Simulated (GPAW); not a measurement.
# CoO (P4/mmm) in GPAW: relaxation of the atoms with PBE

Aim: the relaxation of the atoms of CoO with PBE.

All numbers are computed with GPAW 26.7.0; they aren't measurements. Logs are shortened: lines on timing, memory, paths and dates and some standing lists are left out, and cuts for length are marked. The log counts tension as positive stress, the text compression.

## (1) The cell of the first run

It takes space group P4/mmm (No. 123, tetragonal). Conventional cell: a = 2.571 Å, b = 2.571 Å, c = 2.622 Å, α = 90.00°, β = 90.00°, γ = 90.00°. Co (site symmetry 4/mmm) is surrounded by 8 O at 2.24 Å and 4 Co at 2.57 Å. Around O (site symmetry 4/mmm) lie 8 Co at 2.24 Å and 4 O at 2.57 Å.

Measurements of this composition are mostly on another form, of space group No. 225.

## (2) Relaxation of the atoms, PBE, collinear spin, ferromagnetic start (strain = 0.02)

Input file run.py:

```python
from ase import Atoms
from ase.io import write
from ase.optimize import BFGS
from gpaw import GPAW, PW

atoms = Atoms(['Co', 'O'],
              cell=[[2.6219368362, 0.0, 0.0],
                    [0.0, 2.57052631, 0.0],
                    [0.0, 0.0, 2.57052631]],
              scaled_positions=[[0.0, 0.0, 0.0],
                                [0.5, 0.5, 0.5]],
              pbc=True)
atoms.set_initial_magnetic_moments([2.0, 0.0])

calc = GPAW(mode=PW(800),
            xc='PBE',
            kpts={'size': (7, 7, 7), 'gamma': True},
            occupations={'name': 'fermi-dirac', 'width': 0.05},
            nbands=17,
            convergence={'density': 1e-05, 'forces': 0.0001},
            maxiter=150,
            txt='gpaw.txt')
atoms.calc = calc
opt = BFGS(atoms, trajectory='relax.traj', logfile='-')
done = opt.run(fmax=0.02, steps=60)
calc.write('gs.gpw')
write('result.traj', atoms)
print('Converged:', done)
print('Cell:', atoms.cell.cellpar().round(4))
print('Volume:', round(atoms.get_volume(), 4))
print(atoms.get_scaled_positions().round(5))
```

Potentials or basis: GPAW PAW data sets (gpaw-data 1.2.1), pw.

Started as:

```bash
$ OMP_NUM_THREADS=1 python run.py
```

gpaw.txt:

```text
__  _  _
 | _ |_)|_||  |
 |__||  | ||/\| - 26.7.0

Input parameters:
  mode=PW(ecut=800.0),
  convergence={'density': 1e-05, 'forces': 0.0001},
  kpts=MonkhorstPack(size=(7, 7, 7), gamma=True),
  maxiter=150,
  nbands=17,
  occupations=Occupations(name='fermi-dirac', width=0.05),
  xc=XC(name='PBE')

Diagonalizing LCAO Hamiltonian
Converting LCAO to pw mode
   .-----.
  /|     |
 * |     |
 | .-O---.
 |/     /
 Co----*

Atoms  # Å, Bohr magnetons
|   | symbol |        x |        y |        z |    initial magnetic moments |
|---|--------|----------|----------|----------|-----------------------------|
| 0 |     Co | 0.000000 | 0.000000 | 0.000000 | ( 0.0000,  0.0000,  2.0000) |
| 1 |      O | 1.310968 | 1.285263 | 1.285263 | ( 0.0000,  0.0000,  0.0000) |

Unit cell  # Å
| periodic |        x |        y |        z |  lengths |    angles |
|----------|----------|----------|----------|----------|-----------|
|      yes | 2.621937 | 0.000000 | 0.000000 | 2.621937 | 90.000000 |
|      yes | 0.000000 | 2.570526 | 0.000000 | 2.570526 | 90.000000 |
|      yes | 0.000000 | 0.000000 | 2.570526 | 2.570526 | 90.000000 |

Number of symmetries: 16
Symmetry operations  # r_c * U_cc + t_c -> r_c
|    | kind |            matrix            |
|----|------|------------------------------|
|  0 |  E   |  1, 0, 0,  0, 1, 0,  0, 0, 1 |
|  1 |  σ   |  1, 0, 0,  0, 1, 0,  0, 0,-1 |
|  2 |  σ   |  1, 0, 0,  0, 0, 1,  0, 1, 0 |
|  3 |  C4  |  1, 0, 0,  0, 0, 1,  0,-1, 0 |
|  4 |  C4  |  1, 0, 0,  0, 0,-1,  0, 1, 0 |
|  5 |  σ   |  1, 0, 0,  0, 0,-1,  0,-1, 0 |
|  6 |  σ   |  1, 0, 0,  0,-1, 0,  0, 0, 1 |
|  7 |  C2  |  1, 0, 0,  0,-1, 0,  0, 0,-1 |
|  8 |  σ   | -1, 0, 0,  0, 1, 0,  0, 0, 1 |
|  9 |  C2  | -1, 0, 0,  0, 1, 0,  0, 0,-1 |
| 10 |  C2  | -1, 0, 0,  0, 0, 1,  0, 1, 0 |
| 11 |  S4  | -1, 0, 0,  0, 0, 1,  0,-1, 0 |
| 12 |  S4  | -1, 0, 0,  0, 0,-1,  0, 1, 0 |
| 13 |  C2  | -1, 0, 0,  0, 0,-1,  0,-1, 0 |
| 14 |  C2  | -1, 0, 0,  0,-1, 0,  0, 0, 1 |
| 15 |  i   | -1, 0, 0,  0,-1, 0,  0, 0,-1 |

BZ-sampling:
  Number of BZ points: 343
  Number of IBZ points: 40

  Monkhorst-Pack size: [7, 7, 7]
  Monkhorst-Pack shift: [0, 0, 0]

K-points  # in reciprocal-cell coordinates
|     |                                coordinates |     weight |
|-----|--------------------------------------------|------------|
|   0 | (  0.00000000,   0.00000000,   0.00000000) | 0.00291545 |
|   1 | (  0.00000000,   0.14285714,   0.00000000) | 0.01166181 |
|   2 | (  0.00000000,   0.14285714,   0.14285714) | 0.01166181 |
|   3 | (  0.00000000,   0.28571429,   0.00000000) | 0.01166181 |
|   4 | (  0.00000000,   0.28571429,   0.14285714) | 0.02332362 |
|   5 | (  0.00000000,   0.28571429,   0.28571429) | 0.01166181 |
|   6 | (  0.00000000,   0.42857143,   0.00000000) | 0.01166181 |
|   7 | (  0.00000000,   0.42857143,   0.14285714) | 0.02332362 |
|   8 | (  0.00000000,   0.42857143,   0.28571429) | 0.02332362 |
|   9 | (  0.00000000,   0.42857143,   0.42857143) | 0.01166181 |
| ... |                                            |            |
|  39 | (  0.42857143,   0.42857143,   0.42857143) | 0.02332362 |

Plane wave coefficients: 903
Cutoff: 800.0 eV

Spin-components: 2 (collinear spins)
Bands:           17
Projectors:      11
Spin-degeneracy: 1
Datatype:        complex128

Parallelization:
  kpt:    1
  domain: 1
  band:   1

Density:
  Valence electrons: 15.0
  Components: 2
  Grid points: [18 18 18]
  Charge: 0.0  # |e|

Potential:
  Grid points: [18 18 18]

species:
  Co:
    name:    Cobalt
    Z:       27.0
    valence: 9
    core:    18
    charge:  0.0  # [|e|]
    compensation charges:
      type: gauss
      rc: 0.32  # [Å]
      lmax: 2
    cutoffs:
      filter: 1.87  # [Å]
      core: 2.55  # [Å]
    projectors
    | kind |    occ | energy [eV] | rcut [Å] |
    |------|--------|-------------|----------|
    |   4s |  2.000 |      -5.469 |    1.005 |
    |   4p |  0.000 |      -1.277 |    1.058 |
    |   3d |  7.000 |      -8.205 |    1.005 |
    |    s |        |      21.742 |    1.005 |
    |    p |        |      25.934 |    1.058 |
    |    d |        |      19.007 |    1.005 |

    Using partial waves for Co as LCAO basis

  O:
    name:    Oxygen
    Z:       8.0
    valence: 6
    core:    2
    charge:  0.0  # [|e|]
    compensation charges:
      type: gauss
      rc: 0.21  # [Å]
      lmax: 2
    cutoffs:
      filter: 1.17  # [Å]
      core: 0.83  # [Å]
    projectors
    | kind |    occ | energy [eV] | rcut [Å] |
    |------|--------|-------------|----------|
    |   2s |  2.000 |     -23.961 |    0.688 |
    |   2p |  4.000 |      -9.029 |    0.598 |
    |    s |        |       3.251 |    0.688 |
    |    p |        |      18.182 |    0.598 |
    |    d |        |       0.000 |    0.619 |

    Using partial waves for O as LCAO basis

Reference energy: -39943.562207  # eV

eigensolver:
  PPCG
  Converge bands: occupied
  niter=2

density mixing:
  MSR1-Mixer
  Pratt-step length: 0.05
  Maximum mixing coefficient: 0.75
  Old densities: 10
  SVD Regularization: 0.005
  Good broyden scale: 1.0
  Trust region scale: 1.0
  Backstep threshold: 4.0
  History deletion threshold: 6.0
  Fourier metric: weight=20.0, sigma=0.015

occupation numbers:
  Fermi-Dirac:
    width: 0.0500  # eV

poisson solver:
  ecut: 6400.0  # eV

xc functional:
  name: PBE with 2 nearest neighbor stencil

convergence criteria:
- Maximum integral of absolute [dens]ity change: 1e-05 electrons / valence electron
- Maximum change in the atomic [forces] across last 2 cycles: 0.0001 eV/Ang OR
Maximum error relative to the maximum force is below inf
- Maximum [total energy] change in last 3 cyles: 0.0005 eV / valence electron
- Maximum integral of absolute [eigenst]ate change: 4e-08 eV^2 / valence electron
maximum number of iterations: 150

SCF iterations
|iter     | |      energy | eigst |  dens |force |  magmom |
|---------|-|-------------|-------|-------|------|---------|
|iter:   1| |  -14.002864 | +0.02 |       |      |  +2.0015|
|iter:   2| |  -13.843562 | -2.35 | -0.83 |      |  +2.0477|
|iter:   3| |  -13.660555 | -2.31 | -0.89 |      |  +2.2872|
|iter:   4| |  -13.736371 | -3.01 | -1.26 |      |  +2.4705|
|iter:   5| |  -13.765733 | -3.03 | -1.27 |      |  +2.6634|
|iter:   6| |  -13.803797 | -2.93 | -1.51 |      |  +3.0176|
|iter:   7| |  -13.802700 | -3.83 | -2.14 |      |  +2.9467|
|iter:   8| |  -13.803670c| -4.78 | -2.19 |      |  +2.9599|
|iter:   9| |  -13.804331c| -4.64 | -2.40 |      |  +2.9957|
|iter:  10| |  -13.804340c| -6.78 | -3.27 |      |  +2.9968|
|iter:  11| |  -13.804358c| -6.65 | -3.47 |      |  +3.0006|
|iter:  12| |  -13.804358c| -7.62c| -4.23 |      |  +3.0001|
|iter:  13| |  -13.804358c| -7.94c| -4.73 |      |  +3.0001|
|iter:  14| |  -13.804358c| -8.75c| -5.09c|      |  +3.0000|
|iter:  15| |  -13.804358c| -9.38c| -5.96c|-23.40c|  +3.0000|

Converged in 15 steps
Energy contributions relative to reference atoms: (reference = -39943.562207)

Energy contributions:
  Kinetic:          28.328496
  Coulomb:         -24.110163
  Zero:              0.107813
  External:          0.000000
  Xc:              -18.121514
  Entropy:          -0.017982
  Spinorbit:         0.000000
  ----------------------------
  Free energy:     -13.813349
  Extrapolated:    -13.804358

dipole moment: (-6.987112, -6.850110, -6.850110)  # |e|*Ang

Total magnetic moment: (0.000000, 0.000000, 2.999951)

Local magnetic moments
|        x |        y |        z |
|----------|----------|----------|
| 0.000000 | 0.000000 | 2.490772 |  # Co   0
| 0.000000 | 0.000000 | 0.337171 |  # O    1

Fermi level: 10.125
Eigenvalues  # (at kpt = [0.000, 0.000, 0.000])
| band index |      eig [eV] | occ [0-1] |      eig [eV] | occ [0-1] |
|------------|---------------|-----------|---------------|-----------|
|          0 |       -10.611 |     1.000 |        -9.943 |     1.000 |
|          1 |         5.657 |     1.000 |         7.386 |     1.000 |
|          2 |         5.693 |     1.000 |         7.402 |     1.000 |
|          3 |         6.928 |     1.000 |         7.706 |     1.000 |
|          4 |         7.208 |     1.000 |         8.001 |     1.000 |
|          5 |         7.208 |     1.000 |         8.001 |     1.000 |
|          6 |         7.533 |     1.000 |        10.627 |     0.000 |
|          7 |         7.533 |     1.000 |        10.627 |     0.000 |
|          8 |         7.612 |     1.000 |        10.660 |     0.000 |
|          9 |        10.887 |     0.000 |        11.575 |     0.000 |
|         10 |        25.432 |     0.000 |        25.988 |     0.000 |
|         11 |        25.863 |     0.000 |        26.407 |     0.000 |
|         12 |        29.966 |     0.000 |        30.838 |     0.000 |
|         13 |        30.611 |     0.000 |        31.467 |     0.000 |
|         14 |        30.611 |     0.000 |        31.467 |     0.000 |
|        ... |               |           |               |           |
|         16 |        38.774 |     0.000 |        40.527 |     0.000 |

No gap
No difference between direct/indirect transitions

Forces  # eV/Ang
|        x |       y |       z |
|----------|---------|---------|
| -0.00000 | 0.00000 | 0.00000 |  # Co   0
| -0.00000 | 0.00000 | 0.00000 |  # O    1

# Writing to gs.gpw (mode='')
```

It took 27 s on 1 thread of Arm Neoverse V2, shared host; peak memory 0.16 GiB.

Results:

| Quantity | Value |
| --- | --- |
| Free energy | -13.8133 eV |
| Band gap on the k mesh | none (metal or under the smearing width) |
| Net moment | 3.00 μB per cell |
| Site moments | Co +2.49; O +0.34 μB |

Final structure:
```
CELL_PARAMETERS angstrom
2.62194 0.00000 0.00000
0.00000 2.57053 0.00000
0.00000 0.00000 2.57053
ATOMIC_POSITIONS crystal
Co 0.00000 0.00000 0.00000
O 0.50000 0.50000 0.50000
```

Caveat: the density grid can change from cell to cell, which puts small steps into energies and stress; each step starts from the last one's moments, so a moment once lost doesn't come back; the relaxation stopped at its first step, so nothing moved; later steps reuse the first step's grids; a cell with one magnetic atom can't hold antiferromagnetic order, which such compounds often take; semilocal functionals often make such compounds metallic where correlation or magnetic order opens a gap, which also shifts bond lengths.
